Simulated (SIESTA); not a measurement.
Runs of SIESTA 5.4.2 on Pb. It takes space group Fm-3m (No. 225, cubic). Conventional cell: a = 4.950 Å, b = 4.950 Å, c = 4.950 Å, α = 90.00°, β = 90.00°, γ = 90.00°. Pb (site symmetry m-3m) has 12 Pb at 3.50 Å as nearest neighbours. 

```tsv
task	level	potentials or basis	cell	gap on the mesh (eV)	pressure (GPa)
band structure	LDA	PseudoDojo 0.4 standard (LDA files), DZP (energy shift 0.003 Ry; two zetas on semicore shells)	as given	none	-1.6
single point	PBEsol	PseudoDojo 0.4 standard (PBEsol files), DZP (energy shift 0.003 Ry; two zetas on semicore shells)	as given	none	(a)
band structure	PBE	PseudoDojo 0.4 standard (PBE files), DZP (energy shift 0.003 Ry; two zetas on semicore shells)	as given	none	2.8
single point	PBEsol	PseudoDojo 0.4 standard (PBEsol files), DZP (energy shift 0.003 Ry; two zetas on semicore shells)	cell strained at random at fixed volume	none	0.1
```

Alike in all rows: no spin polarisation; k mesh 9 × 9 × 9; smearing fermi-dirac 0.05 eV; grid cutoff 500 Ry; energy shift 0.003 Ry.

Question: Fill in the values left out.

Answer: (a) 0.0.

Caveats: the basis of atomic orbitals isn't converged, which shifts pressures, moduli and gaps; spin-orbit coupling is left out, which moves the levels of the heavy elements (some runs).

A k mesh can miss the band edges, and the runs leave out spin-orbit coupling on Pb.

A gap of «none» marks a metal or a gap under the smearing width.
